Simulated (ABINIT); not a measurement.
**Rh in ABINIT: the effect of target pressure**

Rh:

```
Rh
1.0
     0.00000    1.89785    1.89785
     1.89785    0.00000    1.89785
     1.89785    1.89785    0.00000
Rh
1
Direct
  0.00000 0.00000 0.00000
```

Alike in all runs:

```yaml
Program: ABINIT 10.8.3 (patched build)
Task: relaxation of cell and atoms
Functional: PBE
Potentials_or_basis: JTH PAW PBE v2.0
Cutoff: 435 eV
k_mesh: 12 × 12 × 12
Occupations: fermi-dirac, width 0.05 eV
Spin: no spin polarisation
```

Each run relaxes the cell or the atoms first.

```csv
target pressure,relaxed volume (Å³/atom)
0 GPa,?
5 GPa,13.79
10 GPa,13.56
20 GPa,13.16
30 GPa,12.81
```

**Question.** What does the run with target pressure 0 GPa give?

**Answer.** Relaxed volume 14.04 Å³/atom.

Worked out: In Murnaghan's law V^(-B') rises as a straight line in P. The other rows fit best with B' = 4.2, V0 = 14.04 Å³/atom and B0 = 269 GPa, which gives 14.04 Å³/atom at 0 GPa, against the run's 14.04.
